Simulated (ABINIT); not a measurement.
# BAs (F-43m) in ABINIT: notebook

Runs on BAs. Level: PBE. Tasks: equation of state.

Program: ABINIT 10.8.3 (patched build). These are calculated values, not measurements. Logs are shortened: lines on timing, memory, paths and dates and some standing lists are left out, and cuts for length are marked. The log counts tension as positive stress, the text compression.

**Measured values to compare with.**

“Basic Physical Properties of Cubic Boron Arsenide”, 2019, arxiv:1911.11281 quotes, for a bulk crystal of BAs: bulk modulus 148 GPa.

The results are compared with them further down.

## Step 1: The crystal as given

Symmetry: F-43m, No. 216, cubic system. The conventional cell has a = 4.777 Å, b = 4.777 Å, c = 4.777 Å, α = 90.00°, β = 90.00°, γ = 90.00°. As (site symmetry -43m) has 4 B at 2.07 Å as nearest neighbours. Around B (site symmetry -43m) lie 4 As at 2.07 Å.

## Step 2: Equation of state, PBE

File run.abi:

```
# Datasets: one volume each
ndtset 7
getwfk -1
scalecart1 3*0.9795861087
scalecart2 3*0.9864848297
scalecart3 3*0.9932883884
scalecart4 3*1.0000000000
scalecart5 3*1.0066227096
scalecart6 3*1.0131594038
scalecart7 3*1.0196128224

# Pseudopotentials
pp_dirpath "./"
pseudos "33_As_15_1.8_2.1_pbe_n_v1.0.psp8, 05_B_3_1.5_1.7_pbe_n_v1.0.psp8"

# Structure
acell 3.3778490937 3.3778490937 3.3778490937 Angstrom
rprim
     0.0000000000     0.7071067812     0.7071067812
     0.7071067812     0.0000000000     0.7071067812
     0.7071067812     0.7071067812     0.0000000000
ntypat 2
znucl 33 5
natom 2
typat 1 2
xred
     0.7500000000     0.7500000000     0.7500000000
     0.0000000000     0.0000000000     0.0000000000

# Plane-wave basis
ecut 925.187132 eV

# k points
kptopt 1
ngkpt 10 10 10
nshiftk 1
shiftk 0.0 0.0 0.0

# Exchange and correlation
ixc 11

# Bands and occupations
nband 13
occopt 3
tsmear 0.00183747

# SCF cycle
nstep 100
tolvrs 1.0e-10

# Output
iomode 3
prtwf 1
prtden 0
prteig 0
prtebands 0
```

Potentials or basis: SPMS NC PBE v1.0.

The run is started by

```sh
$ abinit run.abi > log 2>&1
```

run.abo:

```text
.Version 10.8.3 of ABINIT
 DATASET    1 : space group F-4 3 m (#216); Bravais cF (face-center cubic)
================================================================================
 Values of the parameters that define the memory need for DATASET  1.
     intxc =       0    ionmov =       0      iscf =       7    lmnmax =       6
     lnmax =       6     mgfft =      36  mpssoang =       3    mqgrid =    3001
     natom =       2  nloc_mem =       1    nspden =       1   nspinor =       1
    nsppol =       1      nsym =      24    n1xccc =    2501    ntypat =       2
    occopt =       3   xclevel =       2
       mpw =        1649          nfft =       46656          nkpt =          47
================================================================================
================================================================================
[... 61 lines left out ...]
 DATASET    7 : space group F-4 3 m (#216); Bravais cF (face-center cubic)
================================================================================
 Values of the parameters that define the memory need for DATASET  7.
     intxc =       0    ionmov =       0      iscf =       7    lmnmax =       6
     lnmax =       6     mgfft =      36  mpssoang =       3    mqgrid =    3001
     natom =       2  nloc_mem =       1    nspden =       1   nspinor =       1
    nsppol =       1      nsym =      24    n1xccc =    2501    ntypat =       2
    occopt =       3   xclevel =       2
       mpw =        1865          nfft =       46656          nkpt =          47
================================================================================
================================================================================

--------------------------------------------------------------------------------
------------- Echo of variables that govern the present computation ------------
--------------------------------------------------------------------------------
 -outvars: echo values of preprocessed input variables --------
            acell      6.3832096817E+00  6.3832096817E+00  6.3832096817E+00 Bohr
              amu      7.49215900E+01  1.08110000E+01
             ecut      3.40000000E+01 Hartree
           getwfk          -1
              ixc          11
           jdtset        1    2    3    4    5    6    7
         kptrlatt       10    0    0      0   10    0      0    0   10
          kptrlen1     6.25290353E+01
          kptrlen2     6.29693952E+01
          kptrlen3     6.34036806E+01
          kptrlen4     6.38320968E+01
          kptrlen5     6.42548383E+01
          kptrlen6     6.46720892E+01
          kptrlen7     6.50840244E+01
            natom           2
            nband          13
           ndtset           7
            ngfft          36      36      36
             nkpt          47
            nstep         100
             nsym          24
           ntypat           2
           occopt           3
           prtden           0
        prtebands           0
[... 59 lines left out ...]

 chkinp: Checking input parameters for consistency, jdtset=   1.

 chkinp: Checking input parameters for consistency, jdtset=   2.
[... 33 lines left out ...]
 getcut: wavevector=  0.0000  0.0000  0.0000  ngfft=  36  36  36
         ecut(hartree)=     34.000   => boxcut(ratio)=   2.19339

--- Pseudopotential description ------------------------------------------------
- pspini: atom type   1  psp file is ./33_As_15_1.8_2.1_pbe_n_v1.0.psp8
    8   11    2    4       600   0.00000      pspcod,pspxc,lmax,lloc,mmax,r2well
    5.99000000000000    5.00000000000000    0.00000000000000   rchrg,fchrg,qchrg
     nproj     2     2     2
     extension_switch     1

- pspini: atom type   2  psp file is ./05_B_3_1.5_1.7_pbe_n_v1.0.psp8
    8   11    1    4       600   0.00000      pspcod,pspxc,lmax,lloc,mmax,r2well
    5.99000000000000    2.90000000000000    0.00000000000000   rchrg,fchrg,qchrg
     nproj     2     2
     extension_switch     1

   6.27635262E+02                                ecore*ucvol(ha*bohr**3)
--------------------------------------------------------------------------------

================================================================================

--- !BeginCycle
iteration_state: {dtset: 1, }
solver: {iscf: 7, nstep: 100, nline: 4, wfoptalg: 0, }
tolerances: {tolvrs: 1.00E-10, }
...
[... 1026 lines left out ...]
-Cartesian components of stress tensor (GPa)         [Pressure= -4.6916E+00 GPa]
- sigma(1 1)=  4.69156066E+00  sigma(3 2)=  0.00000000E+00
- sigma(2 2)=  4.69156066E+00  sigma(3 1)=  0.00000000E+00
- sigma(3 3)=  4.69156066E+00  sigma(2 1)=  0.00000000E+00

== END DATASET(S) ==============================================================
================================================================================

 -outvars: echo values of variables after computation  --------
            acell      6.3832096817E+00  6.3832096817E+00  6.3832096817E+00 Bohr
           etotal1    -1.0189799050E+02
           etotal2    -1.0189934232E+02
           etotal3    -1.0190025868E+02
           etotal4    -1.0190078122E+02
           etotal5    -1.0190094765E+02
           etotal6    -1.0190079181E+02
           etotal7    -1.0190034491E+02
            fcart1     9.5155179035E-31  9.5155179035E-31 -2.8546553710E-30
                      -9.5155179035E-31 -9.5155179035E-31  2.8546553710E-30
            fcart2    -0.0000000000E+00 -0.0000000000E+00 -0.0000000000E+00
                      -0.0000000000E+00 -0.0000000000E+00 -0.0000000000E+00
            fcart3    -1.2011843346E-28 -1.2011843346E-28  3.6035530038E-28
                       1.2011843346E-28  1.2011843346E-28 -3.6035530038E-28
            fcart4     7.4570153243E-30  7.4570153243E-30 -2.2371045973E-29
                      -7.4570153243E-30 -7.4570153243E-30  2.2371045973E-29
            fcart5    -1.2593522807E-28 -1.2593522807E-28  3.7780568421E-28
                       1.2593522807E-28  1.2593522807E-28 -3.7780568421E-28
[... 38 lines left out ...]
                       0.0000000000E+00  0.0000000000E+00  0.0000000000E+00
           xangst1     3.5096121310E+00  3.5096121310E+00  3.5096121310E+00
                       0.0000000000E+00  0.0000000000E+00  0.0000000000E+00
           xangst2     3.5343285236E+00  3.5343285236E+00  3.5343285236E+00
                       0.0000000000E+00  0.0000000000E+00  0.0000000000E+00
           xangst3     3.5587039736E+00  3.5587039736E+00  3.5587039736E+00
                       0.0000000000E+00  0.0000000000E+00  0.0000000000E+00
           xangst4     3.5827500000E+00  3.5827500000E+00  3.5827500000E+00
                       0.0000000000E+00  0.0000000000E+00  0.0000000000E+00
           xangst5     3.6064775129E+00  3.6064775129E+00  3.6064775129E+00
                       0.0000000000E+00  0.0000000000E+00  0.0000000000E+00
           xangst6     3.6298968540E+00  3.6298968540E+00  3.6298968540E+00
                       0.0000000000E+00  0.0000000000E+00  0.0000000000E+00
           xangst7     3.6530178395E+00  3.6530178395E+00  3.6530178395E+00
                       0.0000000000E+00  0.0000000000E+00  0.0000000000E+00
             xred      7.5000000000E-01  7.5000000000E-01  7.5000000000E-01
                       0.0000000000E+00  0.0000000000E+00  0.0000000000E+00
 Calculation completed.
```

Wall time 2.8 min (1 thread of Arm Neoverse V2, shared host); peak memory 0.11 GiB.

Results:

* Equilibrium volume: 13.90 Å³/atom
* Bulk modulus: 131 GPa
* Pressure derivative of the bulk modulus: 4.1

Energy against volume, from the lowest point:
```tsv
volume (Å³/atom)	energy (meV/atom)
12.809	40.23
13.081	21.84
13.354	9.37
13.626	2.26
13.899	0.00
14.171	2.12
14.444	8.20
```

Caveat: pressures at fixed basis lie under the slope of the energies.

## Step 3: Equation of state, PBE

Changes to run.abi since step 2:

```diff
@@ -13,3 +13,3 @@
 pp_dirpath "./"
-pseudos "33_As_15_1.8_2.1_pbe_n_v1.0.psp8, 05_B_3_1.5_1.7_pbe_n_v1.0.psp8"
+pseudos "As.GGA_PBE-JTH.xml, B.GGA_PBE-JTH.xml"
 
@@ -30,3 +30,5 @@
 # Plane-wave basis
-ecut 925.187132 eV
+ecut 408.170794 eV
+pawecutdg 30.0
+pawxcdev 0
 
@@ -48,3 +50,3 @@
 nstep 100
-tolvrs 1.0e-10
+tolvrs 1.0e-9
```

Potentials or basis: JTH PAW PBE v2.0.

The run is started by

```sh
$ abinit run.abi > log 2>&1
```

run.abo:

```text
.Version 10.8.3 of ABINIT
 DATASET    1 : space group F-4 3 m (#216); Bravais cF (face-center cubic)
================================================================================
 Values of the parameters that define the memory need for DATASET  1.
     intxc =       0    ionmov =       0      iscf =      17    lmnmax =      18
     lnmax =       6     mgfft =      24  mpssoang =       3    mqgrid =    3001
     natom =       2  nloc_mem =       2    nspden =       1   nspinor =       1
    nsppol =       1      nsym =      24    n1xccc =       1    ntypat =       2
    occopt =       3   xclevel =       2
       mpw =         495          nfft =       13824          nkpt =          47
 PAW method is used; the additional fine FFT grid is defined by:
   mgfftf=        32    nfftf =     32768
================================================================================
================================================================================
[... 71 lines left out ...]
 DATASET    7 : space group F-4 3 m (#216); Bravais cF (face-center cubic)
================================================================================
 Values of the parameters that define the memory need for DATASET  7.
     intxc =       0    ionmov =       0      iscf =      17    lmnmax =      18
     lnmax =       6     mgfft =      24  mpssoang =       3    mqgrid =    3001
     natom =       2  nloc_mem =       2    nspden =       1   nspinor =       1
    nsppol =       1      nsym =      24    n1xccc =       1    ntypat =       2
    occopt =       3   xclevel =       2
       mpw =         552          nfft =       13824          nkpt =          47
 PAW method is used; the additional fine FFT grid is defined by:
[... 1425 lines left out ...]
            acell      6.3832096817E+00  6.3832096817E+00  6.3832096817E+00 Bohr
           etotal1    -1.1672990738E+02
           etotal2    -1.1673128726E+02
           etotal3    -1.1673223108E+02
           etotal4    -1.1673277773E+02
           etotal5    -1.1673296411E+02
           etotal6    -1.1673282968E+02
           etotal7    -1.1673239989E+02
            fcart1    -0.0000000000E+00 -0.0000000000E+00 -0.0000000000E+00
                      -0.0000000000E+00 -0.0000000000E+00 -0.0000000000E+00
            fcart2     6.4322531538E-47  1.8897947287E-30 -6.4322531538E-47
                      -6.4322531538E-47 -1.8897947287E-30  6.4322531538E-47
            fcart3    -0.0000000000E+00 -0.0000000000E+00 -0.0000000000E+00
                      -0.0000000000E+00 -0.0000000000E+00 -0.0000000000E+00
            fcart4    -1.8642538311E-30 -6.6439978387E-48  1.8642538311E-30
                       1.8642538311E-30  6.6439978387E-48 -1.8642538311E-30
            fcart5     9.2599432403E-31  3.2685930533E-47 -9.2599432403E-31
                      -9.2599432403E-31 -3.2685930533E-47  9.2599432403E-31
[... 38 lines left out ...]
                       0.0000000000E+00  0.0000000000E+00  0.0000000000E+00
           xangst1     3.5096121310E+00  3.5096121310E+00  3.5096121310E+00
                       0.0000000000E+00  0.0000000000E+00  0.0000000000E+00
           xangst2     3.5343285236E+00  3.5343285236E+00  3.5343285236E+00
                       0.0000000000E+00  0.0000000000E+00  0.0000000000E+00
           xangst3     3.5587039736E+00  3.5587039736E+00  3.5587039736E+00
                       0.0000000000E+00  0.0000000000E+00  0.0000000000E+00
           xangst4     3.5827500000E+00  3.5827500000E+00  3.5827500000E+00
                       0.0000000000E+00  0.0000000000E+00  0.0000000000E+00
           xangst5     3.6064775129E+00  3.6064775129E+00  3.6064775129E+00
                       0.0000000000E+00  0.0000000000E+00  0.0000000000E+00
           xangst6     3.6298968540E+00  3.6298968540E+00  3.6298968540E+00
                       0.0000000000E+00  0.0000000000E+00  0.0000000000E+00
           xangst7     3.6530178395E+00  3.6530178395E+00  3.6530178395E+00
                       0.0000000000E+00  0.0000000000E+00  0.0000000000E+00
             xred      7.5000000000E-01  7.5000000000E-01  7.5000000000E-01
                       0.0000000000E+00  0.0000000000E+00  0.0000000000E+00
 Calculation completed.
```

Run time: 51 s. Hardware: 1 thread of Arm Neoverse V2, shared host; peak memory 0.13 GiB.

What came out:

- Equilibrium volume: 13.92 Å³/atom
- Bulk modulus: 131 GPa
- Pressure derivative of the bulk modulus: 4.1

Energy against volume, from the lowest point:
```tsv
volume (Å³/atom)	energy (meV/atom)
12.809	41.59
13.081	22.81
13.354	9.97
13.626	2.54
13.899	0.00
14.171	1.83
14.444	7.68
```

Caveat: pressures at fixed basis lie under the slope of the energies.

## Step 4: Equation of state, PBE

Changes to run.abi since step 3:

```diff
@@ -13,3 +13,3 @@
 pp_dirpath "./"
-pseudos "As.GGA_PBE-JTH.xml, B.GGA_PBE-JTH.xml"
+pseudos "As.GGA_PBE-JTH_sp.xml, B.GGA_PBE-JTH.xml"
 
@@ -44,3 +44,3 @@
 # Bands and occupations
-nband 13
+nband 8
 occopt 3
```

Potentials or basis: JTH PAW PBE v2.0 sp.

The run is started by

```sh
$ abinit run.abi > log 2>&1
```

Wall time 34 s (1 thread of Arm Neoverse V2, shared host); peak memory 0.12 GiB.

It converged, with:

- Equilibrium volume: 13.97 Å³/atom
- Bulk modulus: 133 GPa
- Pressure derivative of the bulk modulus: 3.9

Energy against volume, from the lowest point:
| volume (Å³/atom) | energy (meV/atom) |
| --- | --- |
| 12.809 | 46.22 |
| 13.081 | 26.17 |
| 13.354 | 12.10 |
| 13.626 | 3.55 |
| 13.899 | 0.00 |
| 14.171 | 0.93 |
| 14.444 | 5.99 |

Caveat: pressures at fixed basis lie under the slope of the energies; this set keeps more shells in the core, which shifts pressures and gaps. PBE usually gives volumes a little too large and moduli too small.

## Step 5: Overview

| potentials or basis | cutoff (eV) | fine-grid cutoff | V0 of scaled cells (Å³/atom) | B0 (GPa) |
| --- | --- | --- | --- | --- |
| SPMS NC PBE v1.0 | 925 | - | 13.90 | 131 |
| JTH PAW PBE v2.0 | 408 | 816.342 eV | 13.92 | 131 |
| JTH PAW PBE v2.0 sp | 408 | 816.342 eV | 13.97 | 133 |

Alike in all rows: task equation of state; level PBE; no spin polarisation; cell as given; k mesh 10 × 10 × 10; smearing fermi-dirac 0.05 eV.

Caveats: pressures at fixed basis lie under the slope of the energies; this set keeps more shells in the core, which shifts pressures and gaps (some runs).

Absolute energies hang on the potentials; compare differences alone.

## Step 6: Comparison with measurements

Step 2. A measured bulk modulus of BAs is 148 GPa (quoted in “Basic Physical Properties of Cubic Boron Arsenide”, 2019, arxiv:1911.11281); the calculated 131 GPa misses it by -11.3 %. The fit is for a static lattice scaled at fixed shape and fixed fractional positions.

Step 3. A measured bulk modulus of BAs is 148 GPa (quoted in “Basic Physical Properties of Cubic Boron Arsenide”, 2019, arxiv:1911.11281); the calculated 131 GPa misses it by -11.2 %. The fit is for a static lattice scaled at fixed shape and fixed fractional positions.

Step 4. Against the measured bulk modulus of BAs, 148 GPa (quoted in “Basic Physical Properties of Cubic Boron Arsenide”, 2019, arxiv:1911.11281), the calculated 133 GPa is off by -10.4 %. The fit is for a static lattice scaled at fixed shape and fixed fractional positions.
